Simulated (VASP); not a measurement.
# Pb: convergence, self-consistent run

Pb, Fd-3m (no. 227), 2 atoms in the cell. MS2; PAW potentials Pb_d (PBE set). VASP 6.6.1.

Wanted: energy within 0.2 meV/atom; Fermi level within 0.005 eV.

What the run is for: comparing ways to start; Accuracy asked: tight.

POSCAR:
```
Pb
1.0
    0.0000000000      3.4390000555      3.4390000555
    3.4390000555      0.0000000000      3.4390000555
    3.4390000555      3.4390000555      0.0000000000
Pb
2
Direct
    0.2500000000      0.2500000000      0.2500000000
    0.0000000000      0.0000000000      0.0000000000
```

## How the run starts (with a second run first, the time holds both)

| How the run starts (with a second run first, the time holds both) | Energy less reference (meV/atom) | Fermi level (eV) | Time (s) |
|---|---|---|---|
| from scratch: 26 SCF iterations | 0.00 | 4.2654 | 228 |
| PBE orbitals (WAVECAR): 11 + 11 SCF iterations | 0.00 | 4.2654 | 136 |
| PBE density (CHGCAR): 11 + 25 SCF iterations | 0.00 | 4.2655 | 222 |
| loose PBE orbitals: 9 + 11 SCF iterations | 0.00 | 4.2654 | 118 |

## Question

For each series: keep the first row unless others stay within half of the tolerance and take at least 30 % less time, and then take the fastest.

## Answer

- How the run starts (with a second run first, the time holds both): loose PBE orbitals: 9 + 11 SCF iterations

## All choices together

| Input | Energy less reference (meV/atom) | Fermi level (eV) | Time (s) |
|---|---|---|---|
| chosen settings | 0.00 | 4.2654 | 118 |
| reference settings throughout | 0.00 | 4.2654 | 228 |

The tolerance is met.

## The input

INCAR.step1:
```
SYSTEM = Pb
ALGO = Normal
EDIFF = 0.001
ENCUT = 440
GGA = PE
GGA_COMPAT = .False.
ISIF = 2
ISMEAR = 1
LASPH = .True.
LCHARG = .True.
LREAL = .False.
LWAVE = .True.
NELM = 120
PREC = Accurate
SIGMA = 0.1
```

INCAR.step2:
```
SYSTEM = Pb
ALGO = Normal
EDIFF = 1E-6
ENCUT = 440
GGA_COMPAT = .False.
ISIF = 2
ISMEAR = 1
ISTART = 1
LASPH = .True.
LCHARG = .False.
LMIXTAU = .True.
LREAL = .False.
LWAVE = .False.
METAGGA = MS2
NELM = 120
PREC = Accurate
SIGMA = 0.1
```

KPOINTS:
```
k-points
0
Gamma
  8 8 8
```

Commands (each step's output is kept before the next begins):
```
cat potpaw_PBE.64/Pb_d/POTCAR > POTCAR
cp INCAR.step1 INCAR
mpirun -np 1 vasp_std > vasp.out
cp INCAR.step2 INCAR
mpirun -np 1 vasp_std > vasp.out
```

The chosen input took VASP 6.6.1 118 s on 1 core (Intel Xeon Platinum 8488C (Sapphire Rapids)), a shared host.
